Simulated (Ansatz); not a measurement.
Layered crystal of WS2, relaxed:

```
W S
1.0
     3.15421    0.00000    0.00000
    -1.57710    2.73162    0.00000
     0.00000    0.00000   12.13991
W S
2 4
Direct
  0.33333 0.66667 0.25000
  0.66667 0.33333 0.75000
  0.33333 0.66667 0.62029
  0.66667 0.33333 0.12029
  0.33333 0.66667 0.87971
  0.66667 0.33333 0.37971
```

Level of theory: Ansatz 0.2.0, DFT PBE+D3(BJ), scalar-relativistic, plane waves, PAW. Cutoff 420 eV; k points 12×12×4 on the computed 6-atom cell (Γ-centred); Gaussian smearing, width 0.02 eV; no spin polarisation.

Q: What does it cost to take out one layer and relax it free-standing?

A: 35.0 meV/Å² (101 meV/atom). The layer's area changes by +0.3 %. The gap on the mesh goes from 0.89 eV to 1.92 eV. The layer is isolated along c and computed on a 12×12×1 mesh.

Gaps are read on the k meshes alone.

Spin-orbit coupling is left out, which matters for the bands of heavy elements.